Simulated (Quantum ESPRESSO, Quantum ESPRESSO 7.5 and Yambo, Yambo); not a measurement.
# BeTe (F-43m): G0W0 with and without spin-orbit coupling

Wanted: the effect of spin-orbit coupling on the quasiparticle gap of BeTe (F-43m).

Calculated with Quantum ESPRESSO 7.5 and Yambo 5.3.0; PBE and many-body steps on it, plane waves.

Report form: the programs' logs are mostly left out.

The database entry behind the starting cell differs from later determinations by our own check (an axis about 1.5 % short against later determinations), so it need not match the best structure at ambient conditions.

### 1. The starting structure

It takes space group F-43m (No. 216, cubic). Conventional cell: a = 5.540 Å, b = 5.540 Å, c = 5.540 Å, α = 90.00°, β = 90.00°, γ = 90.00°. Nearest to Be lie 4 Te at 2.40 Å. Nearest to Te lie 4 Be at 2.40 Å. Farther neighbours and most contacts between anions are not listed.

The cell and positions come from the Crystallography Open Database and are kept as given unless a step says otherwise. Spin-orbit coupling is left out unless a step names it.

### 2. Empty states on the mesh, 4×4×4 mesh, 121 bands

This step: Quantum ESPRESSO 7.5; DFT, PBE, plane waves, norm-conserving pseudopotentials.

The sums over transitions need many empty states on a uniform mesh; this step solves for them.

The input, pw.in:

```
&control
  calculation = 'nscf'
  prefix = 'x'
  outdir = 'o'
  pseudo_dir = 'pseudo'
/
&system
  ibrav = 0
  nat = 2
  ntyp = 2
  ecutwfc = 76.0
  nbnd = 121
  force_symmorphic = .true.
/
&electrons
  conv_thr = 1e-9
  electron_maxstep = 80
  diago_full_acc = .true.
  diago_thr_init = 5e-6
/
ATOMIC_SPECIES
  Be 9.012 Be.upf
  Te 127.6 Te.upf
CELL_PARAMETERS angstrom
  0.0000000000 2.7700000000 2.7700000000
  2.7700000000 0.0000000000 2.7700000000
  2.7700000000 2.7700000000 -0.0000000000
ATOMIC_POSITIONS crystal
  Be 0.0000000000 0.0000000000 0.0000000000
  Te 0.2500000000 0.2500000000 0.2500000000
K_POINTS automatic
  4 4 4 0 0 0
```

Run with:

```console
OMP_NUM_THREADS=1 mpirun -n 4 pw.x -nk 4 -in pw.in > pw.out
```

The job ended after 7.6 s (4 MPI ranks of Arm Neoverse V1, shared host; peak memory 0.33 GiB; 30 s of CPU time).

Numbers from this step:

```yaml
gap: 1.864 eV
k_of_the_valence_top: 0, 0, 0
k_of_the_conduction_bottom: 0, -0.5, -0.5
least_direct_gap: 3.606 eV
k_points_computed: 8
lowest_point_of_the_top_converged_band_above_the_valence_top: 99.0430 eV
```

On this mesh the gap is 1.864 eV.

The density comes from a self-consistent run that is not shown.

### 3. Conversion and set-up

This step: Yambo 5.3.0; conversion and set-up on PBE, plane waves, norm-conserving pseudopotentials.

The states are converted to the many-body program's format and the q mesh is built.

Run with:

```console
(cd o/x.save; p2y > p2y.log; mv SAVE ../..); yambo > setup.log
```

It took 2.3 s on 1 MPI rank; peak memory 0.24 GiB.

### 4. Scalar-relativistic

Now the one-shot GW correction: screening in the RPA, then the self-energy of the levels asked for.

This step: G0W0 on PBE, plane waves, norm-conserving pseudopotentials.

The input, gw1.in:

```
HF_and_locXC
gw0
dyson
ppa
em1d
rim_cut
RandQpts= 1000000
RandGvec= 1 RL
EXXRLvcs= 76 Ry
VXCRLvcs= 304 Ry
Chimod= "HARTREE"
% BndsRnXp
 1 | 121 |
%
NGsBlkXp= 10.5 Ry
% LongDrXp
 1 | 1 | 1 |
%
% GbndRnge
 1 | 121 |
%
DysSolver= "n"
ExtendOut
PPAPntXp= 27.21138 eV
% QPkrange
 1 | 1 | 9 | 12 |
 7 | 7 | 9 | 12 |
%
```

Run with:

```console
OMP_NUM_THREADS=1 mpirun -n 4 yambo -F gw1.in -J gw1 -C gw1 > gw1.log
```

Wall time 65 s (4 MPI ranks); peak memory 1.5 GiB.

Numbers from this step:

```
G0W0 gap on the points computed              : 3.235 eV
starting gap on the mesh                     : 1.864 eV
k of the valence top                         : 0, 0, 0
k of the conduction bottom                   : 0, -0.5, -0.5
least direct G0W0 gap on the computed points : 5.248 eV
Z at the valence top                         : 0.8091
Z at the conduction bottom                   : 0.8203
```

The gap on the mesh goes from 1.86 eV to 3.23 eV, a correction of +1.37 eV.

### 5. Empty states on the mesh, 4×4×4 mesh, 242 bands

This step: Quantum ESPRESSO 7.5; DFT, PBE with spin-orbit coupling, plane waves, norm-conserving pseudopotentials.

Changes to pw.in since step 2:

```diff
@@ -11,4 +11,6 @@
   ecutwfc = 76.0
-  nbnd = 121
+  nbnd = 242
   force_symmorphic = .true.
+  noncolin = .true.
+  lspinorb = .true.
 /
```

Run with:

```console
OMP_NUM_THREADS=1 mpirun -n 4 pw.x -nk 4 -in pw.in > pw.out
```

The job ended after 41 s (4 MPI ranks; peak memory 0.75 GiB).

Numbers from this step:

- gap: 1.565 eV
- k of the valence top: 0, 0, 0
- k of the conduction bottom: 0, -0.5, -0.5
- least direct gap: 3.265 eV
- k points computed: 8
- lowest point of the top converged band, above the valence top: 98.5922 eV

On this mesh the gap is 1.565 eV.

The density comes from a self-consistent run that is not shown, made with spin-orbit coupling and fully relativistic files.

### 6. Conversion and set-up

This step: Yambo 5.3.0; conversion and set-up on PBE with spin-orbit coupling, plane waves, norm-conserving pseudopotentials.

Run with:

```console
(cd o/x.save; p2y > p2y.log; mv SAVE ../..); yambo > setup.log
```

The job ended after 2.7 s (1 MPI rank; peak memory 0.24 GiB).

### 7. With spin-orbit coupling

This step: G0W0 on PBE with spin-orbit coupling, plane waves, norm-conserving pseudopotentials.

The input, gw4.in:

```
HF_and_locXC
gw0
dyson
ppa
em1d
rim_cut
RandQpts= 1000000
RandGvec= 1 RL
EXXRLvcs= 76 Ry
VXCRLvcs= 304 Ry
Chimod= "HARTREE"
% BndsRnXp
 1 | 242 |
%
NGsBlkXp= 10.5 Ry
% LongDrXp
 1 | 1 | 1 |
%
% GbndRnge
 1 | 242 |
%
DysSolver= "n"
ExtendOut
PPAPntXp= 27.21138 eV
% QPkrange
 1 | 1 | 17 | 24 |
 7 | 7 | 17 | 24 |
%
```

Run with:

```console
OMP_NUM_THREADS=1 mpirun -n 4 yambo -F gw4.in -J gw4 -C gw4 > gw4.log
```

The job ended after 5.5 min (4 MPI ranks; peak memory 2.8 GiB).

This step gave:

```yaml
g0w0_gap_on_the_points_computed: 2.904 eV
starting_gap_on_the_mesh: 1.565 eV
k_of_the_valence_top: 0, 0, 0
k_of_the_conduction_bottom: 0, -0.5, -0.5
least_direct_g0w0_gap_on_the_computed_points: 4.892 eV
z_at_the_valence_top: 0.8099
z_at_the_conduction_bottom: 0.8201
```

Against G0W0 in Yambo (4×4×4 mesh, 121 bands, screening to 142.9 eV, Godby-Needs plasmon pole), the gap moves by −0.331 eV.

### 8. The runs together

Times are wall times on 4 MPI ranks of Arm Neoverse V1, shared host, good to a factor of about two.

| run | mesh | bands | screening cutoff (eV) | DFT gap (eV) | gap on the mesh (eV) | direct (eV) | time |
| --- | --- | --- | --- | --- | --- | --- | --- |
| scalar-relativistic | 4×4×4 | 121 | 142.9 | 1.864 | 3.235 | 5.248 | 65 s |
| with spin-orbit coupling | 4×4×4 | 242 | 142.9 | 1.565 | 2.904 | 4.892 | 5.5 min |

### 9. Summary of results

| Quantity | Value |
| --- | --- |
| scalar-relativistic | 3.235 eV |
| with spin-orbit coupling | 2.904 eV |
| known limits | not at the basis limit; exchange with frozen shells missing; no spin-orbit coupling in some runs; coarse k mesh |

With spin-orbit coupling: −0.331 eV against scalar-relativistic, −0.299 eV of it in the start. Bands and cutoff are finite, so the gap is not at the basis limit. The miss can reach some tenths of an eV and take either sign; the mesh is an error of its own. In the G0W0 runs levels were corrected at 2 k points alone, so a gap called «on the mesh» is the least over those, and an edge elsewhere would be missed. The 4×4×4 mesh is coarse for this cell, which bears on the long-range parts of exchange and screening. The norm-conserving file of at least one element keeps a d shell over frozen s and p shells of the same row. Exchange with those shells is missing from the self-energy, an error of 0.3 to 0.9 eV in cases checked, whose sign depends on which edge lies on those atoms.

[Paths, hosts, dates, memory and timing lines, banners, echoed tables and standing remarks are left out of the program output.]

[Logs are printed without paths, hosts, clocks, repeated set-up lines and the standing remarks that a program may print on its own settings, such as how far it seeks lower states.]

[Runs of the session that timed out or met a known fault of the program may be left out.]

[Hosts, paths, dates, database ids (printed as entryN), source tags and the programs' standing remarks are cut or masked in the printed files.]
